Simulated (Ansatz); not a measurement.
**Phases of CoSi at 14 GPa**

Structure types of CoSi are relaxed in primitive cells with their symmetry kept at 14 GPa, on PAW files; LAPW relaxes the small cells further and takes the PAW cell for the others (marked *). The enthalpy is E + pV at zero temperature, without zero-point motion. Only the types listed were tried, and differences under about 5 meV/atom are mesh noise. The real phase may be another.

All numbers are PBE results (scalar-relativistic) from Ansatz 0.2.0, with Fermi–Dirac smearing of 0.05 eV, no spin polarisation. Methods: LAPW: all electrons, basis error target 0.5 meV/atom; PAW: frozen-core files, cutoff 420 eV.

k meshes: rocksalt 15×15×15, CsCl 14×14×14, WC 15×15×13, NiAs 11×11×6, zincblende 13×13×13.

Spin polarisation is left out, though a magnetic state may lie lower.

```
start type              ends as          a, b, c (Å)  V (Å³/atom)  H − H(lowest), LAPW (meV/atom)
  rocksalt      rocksalt, Fm-3m  4.549, 4.549, 4.549        11.77                           646.4
      CsCl          CsCl, Pm-3m  2.726, 2.726, 2.726        10.13                             0.0
        WC  distorted WC, P-6m2  2.659, 2.659, 3.464        10.61                               ?
     NiAs*       NiAs, P6_3/mmc  3.290, 3.290, 4.954        11.61                           164.3
zincblende    zincblende, F-43m  4.914, 4.914, 4.914        14.84                               ?
```

Problem. Fill in "H − H(lowest), LAPW (meV/atom)" for the row "WC".

Solution. 62.4.

Problem. Give the missing entry: row "zincblende", column "H − H(lowest), LAPW (meV/atom)".

Solution. 1214.7.

Problem. Split the lead of CsCl over distorted WC into energy and pV.

Solution. For distorted WC less CsCl: ΔE = +20.8 meV/atom, and p·ΔV = 14 GPa × +0.4763 Å³ × 6.242 meV/(GPa·Å³) = +41.6 meV/atom, together 62.4 meV/atom. CsCl wins on both counts.
